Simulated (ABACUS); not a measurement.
Runs of ABACUS 3.10.1 on In. It takes space group P6_3/mmc (No. 194, hexagonal). The conventional cell has a = 3.335 Å, b = 3.335 Å, c = 5.509 Å, α = 90.00°, β = 90.00°, γ = 120.00°. In (site symmetry -6m2) is surrounded by 12 In at 3.34 to 3.36 Å. This isn't the form of In at room conditions, which is tetragonal.

```tsv
task	level	potentials or basis	cell	k mesh	cutoff (eV)	orbital files	SCF threshold on the density	eigensolver	mesh quality	gap on the mesh (eV)	pressure (GPa)
single point	PBE	PseudoDojo NC SR 0.4.1 PBE standard, DZP LCAO (the cutoffs set its grid)	cell strained by -0.06 along c	6 × 6 × 4	1361	In In_confined-atom_8au_2s2p2d.orb	1e-07	genelpa	coarse	none	5.5
single point	PBE	PseudoDojo NC SR 0.4.1 PBE standard, DZP LCAO (the cutoffs set its grid)	cell strained by +0.06 along c	6 × 6 × 4	1361	In In_confined-atom_8au_2s2p2d.orb	1e-07	genelpa	coarse	none	0.2
single point	PBE	PseudoDojo NC SR 0.4.1 PBE standard, DZP LCAO (the cutoffs set its grid)	cell strained by +0.03 along c	6 × 6 × 4	1361	In In_confined-atom_8au_2s2p2d.orb	1e-07	genelpa	coarse	none	1.1
single point	PBE	PseudoDojo NC SR 0.4.1 PBE standard, DZP LCAO (the cutoffs set its grid)	cell strained by -0.03 along c	6 × 6 × 4	1361	In In_confined-atom_8au_2s2p2d.orb	1e-07	genelpa	coarse	none	(a)
single point	PBE	PseudoDojo NC SR 0.4.1 PBE standard, DZP LCAO (the cutoffs set its grid)	as given	6 × 6 × 4	1361	In In_confined-atom_8au_2s2p2d.orb	1e-07	genelpa	coarse	none	(b)
```

Alike in all rows: no spin polarisation; smearing fermi-dirac 0.05 eV.

Task: Estimate the missing entries.

Result: (a) 3.7; (b) 2.1.

Caveats: all runs use coarse meshes; the atomic orbitals were generated for these runs and aren't a published set; the basis of atomic orbitals isn't converged, which shifts pressures, moduli and gaps.

A k mesh can miss the band edges, and the runs leave out spin-orbit coupling on In.

A gap of «none» marks a metal or a gap under the smearing width.
